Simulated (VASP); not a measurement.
# Al in VASP: notebook

Aim: see how the results for Al move with the level of theory and the settings. Levels: revPBE, BLYP, PW91, r2SCAN, TPSS. Tasks: work function.

Program: VASP 6.6.1. These are calculated values, not measurements. Logs are shortened: lines on timing, memory, paths and dates and some standing lists are left out, and cuts for length are marked.

### 1 The slab as given

The cell holds a slab with vacuum, 6 atoms: a = 2.827 Å, b = 2.827 Å, c = 26.482 Å, α = 90.00°, β = 90.00°, γ = 120.00°.

The slab is cut from a database's or a generator's crystal, which needn't be the stable form of the element.

### 2 Work function, revPBE

INCAR reads:

```
PREC = Accurate
ENCUT = 520
EDIFF = 1E-6
ISMEAR = -1
SIGMA = 0.05
LREAL = F
LASPH = T
NELM = 80
ALGO = Normal
ISIF = 2
LWAVE = F
LCHARG = T
LDIPOL = T
IDIPOL = 3
DIPOL = 0.5 0.5 0.500
GGA = RE
LELF = T
LVHAR = T
LVACPOTAV = T
```

KPOINTS reads:

```
Automatic mesh
0
Gamma
  8 8 1
```

POSCAR reads:

```
Al
1.0
    2.8270770242      0.0000000000      0.0000000000
   -1.4135385121      2.4483205214      0.0000000000
    0.0000000000      0.0000000000     26.4824913375
Al
6
Direct
    0.6666666700      0.3333333400      0.2832059833
    0.0000000000      0.0000000000      0.3699235900
    0.3333333300      0.6666666600      0.4566411967
    0.0000000000      0.0000000000      0.5433588033
    0.6666666700      0.3333333400      0.6300764100
    0.0000000000      0.0000000000      0.7167940167
```

Potentials or basis: VASP PAW PBE potentials, release 64 (Al).

On the command line:

```bash
cat potpaw_PBE.64/Al/POTCAR > POTCAR
mpirun -np 1 vasp_std > vasp.out
```

OUTCAR:

```text
PREC = Accurate
   ENCUT = 520
   EDIFF = 1E-6
   ISMEAR = -1
   LREAL = F
   LASPH = T
   NELM = 80
   ISIF = 2
   GGA = RE

 ion  position               nearest neighbor table
   1  0.667  0.333  0.283-   2 2.82   2 2.82   2 2.82
   2  0.000  0.000  0.370-   3 2.82   1 2.82   1 2.82   3 2.82   1 2.82   3 2.82
   3  0.333  0.667  0.457-   4 2.82   2 2.82   4 2.82   4 2.82   2 2.82   2 2.82
   4  0.000  0.000  0.543-   3 2.82   5 2.82   3 2.82   3 2.82   5 2.82   5 2.82
   5  0.667  0.333  0.630-   4 2.82   6 2.82   4 2.82   6 2.82   4 2.82   6 2.82
   6  0.000  0.000  0.717-   5 2.82   5 2.82   5 2.82

  LATTYP: Found a hexagonal cell.
 ALAT       =     2.8270770242
 C/A-ratio  =     9.3674459913

  Lattice vectors:

 A1 = (   2.8270770242,   0.0000000000,   0.0000000000)
 A2 = (  -1.4135385121,   2.4483205214,   0.0000000000)
 A3 = (   0.0000000000,   0.0000000000,  26.4824913375)

Analysis of symmetry for initial positions (statically):
=====================================================================
 Subroutine PRICEL returns:
 Original cell was already a primitive cell.

 Routine SETGRP: Setting up the symmetry group for a
 hexagonal supercell.

 Subroutine GETGRP returns: Found  6 space group operations
 (whereof  6 operations were pure point group operations)
 out of a pool of 24 trial point group operations.

The static configuration has the point symmetry C_3v.

Analysis of symmetry for dynamics (positions and initial velocities):
=====================================================================
 Subroutine PRICEL returns:
 Original cell was already a primitive cell.

 Routine SETGRP: Setting up the symmetry group for a
 hexagonal supercell.

 Subroutine GETGRP returns: Found  6 space group operations
 (whereof  6 operations were pure point group operations)
 out of a pool of 24 trial point group operations.

The dynamic configuration has the point symmetry C_3v.

 Subroutine INISYM returns: Found  6 space group operations
 (whereof  6 operations are pure point group operations),
 and found     1 'primitive' translations

----------------------------------------------------------------------------------------

                                     Primitive cell

  volume of cell :     183.3010

  direct lattice vectors                    reciprocal lattice vectors
     2.827077024  0.000000000  0.000000000     0.353722234  0.204221627  0.000000000
    -1.413538512  2.448320521  0.000000000     0.000000000  0.408443254  0.000000000
     0.000000000  0.000000000 26.482491338     0.000000000  0.000000000  0.037760798

  length of vectors
     2.827077024  2.827077024 26.482491338     0.408443254  0.408443254  0.037760798

  position of ions in fractional coordinates (direct lattice)
     0.666666670  0.333333340  0.283205983
     0.000000000  0.000000000  0.369923590
     0.333333330  0.666666660  0.456641197
     0.000000000  0.000000000  0.543358803
     0.666666670  0.333333340  0.630076410
     0.000000000  0.000000000  0.716794017

  ion indices of the primitive-cell ions
   primitive index   ion index
                 1           1
                 2           2
                 3           3
                 4           4
                 5           5
                 6           6

----------------------------------------------------------------------------------------

 KPOINTS: Automatic mesh

Automatic generation of k-mesh.
 Grid dimensions read from file:
 generate k-points for:    8    8    1

 Generating k-lattice:

  Cartesian coordinates                     Fractional coordinates (reciprocal lattice)
     0.044215279  0.025527703  0.000000000     0.125000000  0.000000000  0.000000000
     0.000000000  0.051055407  0.000000000     0.000000000  0.125000000  0.000000000
     0.000000000  0.000000000  0.037760798     0.000000000  0.000000000  1.000000000

  Length of vectors
     0.051055407  0.051055407  0.037760798

  Shift w.r.t. Gamma in fractional coordinates (k-lattice)
     0.000000000  0.000000000  0.000000000

 Subroutine IBZKPT returns following result:
 ===========================================

 Found     10 irreducible k-points:

 Following reciprocal coordinates:
            Coordinates               Weight
  0.000000  0.000000  0.000000      1.000000
  0.125000  0.000000  0.000000      6.000000
  0.250000  0.000000  0.000000      6.000000
  0.375000 -0.000000  0.000000      6.000000
  0.500000  0.000000  0.000000      3.000000
  0.125000  0.125000  0.000000      6.000000
  0.250000  0.125000  0.000000     12.000000
  0.375000  0.125000  0.000000     12.000000
  0.250000  0.250000  0.000000      6.000000
  0.375000  0.250000  0.000000      6.000000
   k-points           NKPTS =     10   k-points in BZ     NKDIM =     10   number of bands    NBANDS=     13
   number of dos      NEDOS =    301   number of ions     NIONS =      6
   total plane-waves  NPLWV = 115200
   dimension x,y,z NGX =    24 NGY =   24 NGZ =  200
   dimension x,y,z NGXF=    48 NGYF=   48 NGZF=  400
   ions per type =               6
   NGX,Y,Z   is equivalent  to a cutoff of  14.11, 14.11, 12.56 a.u.
   NGXF,Y,Z  is equivalent  to a cutoff of  28.23, 28.23, 25.11 a.u.
 SYSTEM =  unknown system
   PREC   = accura    normal or accurate (medium, high low for compatibility)
   ISTART =      0    job   : 0-new  1-cont  2-samecut
   ICHARG =      2    charge: 1-file 2-atom 10-const
   ISPIN  =      1    spin polarized calculation?
   LNONCOLLINEAR =      F non collinear calculations
   LSORBIT =      F    spin-orbit coupling
   LASPH  =      T    aspherical Exc in radial PAW
   ENCUT  =  520.0 eV  38.22 Ry    6.18 a.u.   5.26  5.26 49.24*2*pi/ulx,y,z
   NELM   =     80;   NELMIN=  2; NELMDL= -5     # of ELM steps
   EDIFF  = 0.1E-05   stopping-criterion for ELM
   LREAL  =      F    real-space projection
   EDIFFG = 0.1E-04   stopping-criterion for IOM
   NSW    =      0    number of steps for IOM
   IBRION =     -1    ionic relax: 0-MD 1-quasi-New 2-CG
   NFREE  =      0    steps in history (QN), initial steepest desc. (CG)
   ISIF   =      2    stress and relaxation
   ISYM   =      2    0-nonsym 1-usesym 2-fastsym
   POTIM  = 0.5000    time-step for ionic-motion
   TEBEG  =    0.0;   TEEND  =   0.0 temperature during run
   PSTRESS=    0.0 pullay stress
   NELECT =      18.0000    total number of electrons
   NUPDOWN=      -1.0000    fix difference up-down
   EMIN   =  10.00;   EMAX   =-10.00  energy-range for DOS
   EFERMI =   0.00;   METHOD = LEGACY
   ISMEAR =    -1;   SIGMA  =   0.05  broadening in eV -4-tet -1-fermi 0-gaus
   EFERMI_NEDOS =   21; number of points for ismear=-14 and -15
   IALGO  =     38    algorithm
   IMIX   =      4    mixing-type and parameters
     AMIX     =   0.40;   BMIX     =  1.00
     AMIX_MAG =   1.60;   BMIX_MAG =  1.00
  volume/ion in A,a.u.               =      30.55       206.16
  Fermi-wavevector in a.u.,A,eV,Ry     =   0.755285  1.427281  7.761513  0.570455
  Thomas-Fermi vector in A             =   1.853144
   LORBIT       =      0    0 simple, 1 ext, 2 COOP (PROOUT), +10 PAW based schemes
   GGA     = RE    functional components
   LHFCALC =     F    Hartree Fock is set to
   AEXX    =    0.0000 exact exchange contribution
   IVDW    =     0    specifies the selected vdW correction
   LEPSILON=     F    determine dielectric tensor
   LRPA    =     F    only Hartree local field effects (RPA)
 non-spin polarized calculation
  energy-cutoff  :      520.00
  volume of cell :      183.30
 maximum number of plane-waves:      4980
 NGX is ok and might be reduce to    24
   NGX = 11   NGY = 11   NGZ = 99

 dipolmoment           0.000000      0.000000      0.001164 electrons x Angstroem

 number of electron      18.0000000 magnetization

 dipolmoment           0.000000      0.000000     -0.001409 electrons x Angstroem

 Free energy of the ion-electron system (eV)
  ---------------------------------------------------
  ext. energy  EPLUGINS =         0.00000000
  ---------------------------------------------------
  free energy    TOTEN  =       -20.55520040 eV

  energy without entropy =      -20.53873370  energy(sigma->0) =      -20.54696705

 E-fermi :   2.6135     XC(G=0):  -6.0680

 val. band max:        2.2648139886   @ k =   0.2500   0.0000   0.0000
 cond. band min:       2.6677679034   @ k =   0.3750   0.2500   0.0000
 fundamental gap:      0.4029539148
 Fermi energy:         2.6135033301

 k-point     1 :       0.0000    0.0000    0.0000
  band No.  band energies     occupation
      1      -8.6798      2.00000
      2      -8.1680      2.00000
      3      -7.3538      2.00000
      4      -6.1897      2.00000
      5      -4.7489      2.00000
      6      -2.9834      2.00000
      7      -1.3060      2.00000
      8       0.8782      2.00000
      9       3.0299      0.00048
     10       4.9517      0.00000
     11       5.9793      0.00000
     12       6.8763      0.00000
     13       7.1244      0.00000

 k-point     2 :       0.1250    0.0000    0.0000
  band No.  band energies     occupation
      1      -8.2949      2.00000
      2      -7.7843      2.00000
      3      -6.9721      2.00000
      4      -5.8104      2.00000
      5      -4.3725      2.00000
      6      -2.6077      2.00000
      7      -0.9456      2.00000
      8       1.2362      2.00000
      9       3.3798      0.00000
     10       5.3000      0.00000
     11       6.3542      0.00000
[... 115 lines left out ...]
 k-point    10 :       0.3750    0.2500    0.0000
  band No.  band energies     occupation
      1      -1.6005      2.00000
      2      -1.5250      2.00000
      3      -1.1287      2.00000
      4      -1.0586      2.00000
      5      -0.3782      2.00000
      6      -0.3383      2.00000
      7       0.7910      2.00000
      8       0.9320      2.00000
      9       1.2994      2.00000
     10       1.5704      2.00000
     11       2.1605      1.99977
     12       2.6678      0.50501
     13       2.8196      0.03191

------------------------ aborting loop because EDIFF is reached ----------------------------------------

  FORCE on cell =-STRESS in cart. coord.  units (eV):
  Direction    XX          YY          ZZ          XY          YZ          ZX
  --------------------------------------------------------------------------------------
  -------------------------------------------------------------------------------------
  Total        0.7251938      0.7251938      3.3468478      0.0000000      0.0000000      0.0000000
  in kB        6.3386960      6.3386960     29.2537669      0.0000000      0.0000000      0.0000000
  external PRESSURE =      13.9770530 kB  Pullay stress =       0.0000000 kB

 VOLUME and BASIS-vectors are now :
 -----------------------------------------------------------------------------
  energy-cutoff  :      520.00
  volume of cell :      183.30
      direct lattice vectors                 reciprocal lattice vectors
     2.827077024  0.000000000  0.000000000     0.353722234  0.204221627  0.000000000
    -1.413538512  2.448320521  0.000000000     0.000000000  0.408443254  0.000000000
     0.000000000  0.000000000 26.482491338     0.000000000  0.000000000  0.037760798

 POSITION                                       TOTAL-FORCE (eV/Angst)
 -----------------------------------------------------------------------------------
      1.41354      0.81611      7.50000        -0.000000      0.000000     -0.271535
      0.00000      0.00000      9.79650         0.000000      0.000000      0.044918
      0.00000      1.63221     12.09300        -0.000000      0.000000     -0.167335
      0.00000      0.00000     14.38949         0.000000      0.000000      0.169399
      1.41354      0.81611     16.68599         0.000000     -0.000000     -0.118072
      0.00000      0.00000     18.98249         0.000000      0.000000      0.342626
 -----------------------------------------------------------------------------------
    total drift:                                0.000000      0.000000      0.000035

  FREE ENERGIE OF THE ION-ELECTRON SYSTEM (eV)
  ---------------------------------------------------
  free  energy   TOTEN  =       -20.5552003984 eV

  energy  without entropy=      -20.5387336978  energy(sigma->0) =      -20.54696705

 vacuum level on the upper side and lower side of the slab         6.526         6.563
```

It took 28 s on 1 thread of Intel Xeon 6975P-C (Granite Rapids), shared host; peak memory 0.3 GiB.

Results:

```
Free energy                     : -20.5552 eV
Largest force                   : 0.343 eV/Å
Band gap on the k mesh          : none (metal or under the smearing width)
Work function of the upper face : 3.91 eV
Work function of the lower face : 3.95 eV
```

Forces in eV/Å, atoms in the order of the input:
```
Al   0.000  0.000 -0.272
Al   0.000  0.000  0.045
Al   0.000  0.000 -0.167
Al   0.000  0.000  0.169
Al   0.000  0.000 -0.118
Al   0.000  0.000  0.343
```

Levels at points of the mesh, in eV from the Fermi level:
```
           k point  band 7  band 8  band 9  band 10  band 11  band 12
(0.00, 0.00, 0.00)   -3.92   -1.74    0.42     2.34     3.37     4.26
(0.50, 0.00, 0.00)   -2.83   -2.73   -1.57    -1.16     0.31     0.47
```

Caveat: the PAW data sets were made with another functional, which shifts forces and pressure a little.

(Part 1 of 4 ends here.)
